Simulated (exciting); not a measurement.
## HgTe (Coloradoite): equation of state with PBEsol

**Experimental background.**

A printed reference work, monograph reports, for a bulk crystal of HgTe: bulk modulus 43 GPa.

Crystal: HgTe (Coloradoite).

```
CELL_PARAMETERS angstrom
0.00000 3.21450 3.21450
3.21450 0.00000 3.21450
3.21450 3.21450 0.00000
ATOMIC_POSITIONS crystal
Hg 0.00000 0.00000 0.00000
Te 0.75000 0.75000 0.75000
```

| Item | Value |
| --- | --- |
| Program | exciting (release sodium) |
| Task | equation of state |
| Functional | PBEsol |
| Potentials or basis | all-electron LAPW+lo, shipped species files, valence relativity iora* |
| rgkmax | 9 |
| k mesh | 7 × 7 × 7 |
| Occupations | fermi-dirac, width 0.05 eV |
| Spin | no spin polarisation |
| gmaxvr (cutoff of density and potential) | 14 1/bohr |
| lmaxapw (and lmaxmat) | 10 |
| lmaxvr | 8 |
| nempty | 10 |
| Valence relativity | iora* |
| Muffin-tin radii | Hg 2.3, Te 2.3 bohr |

* Equilibrium volume: 34.58 Å³/atom
* Bulk modulus: 42 GPa
* Pressure derivative of the bulk modulus: 4.8 (rough: it moves with the points fitted)

Energy against volume, from the lowest point:
| volume (Å³/atom) | energy (meV/atom) |
| --- | --- |
| 31.223 | 51.14 |
| 31.887 | 31.69 |
| 32.551 | 17.06 |
| 33.215 | 7.12 |
| 33.880 | 1.63 |
| 34.544 | 0.00 |
| 35.208 | 1.13 |

Measured bulk modulus of HgTe: 43 GPa (a printed reference work, monograph). This calculation gives 42 GPa (-3.3 %). The fit is for a static lattice scaled at fixed shape and fixed fractional positions.

Spin-orbit coupling is left out, which matters for the levels of Hg, Te.
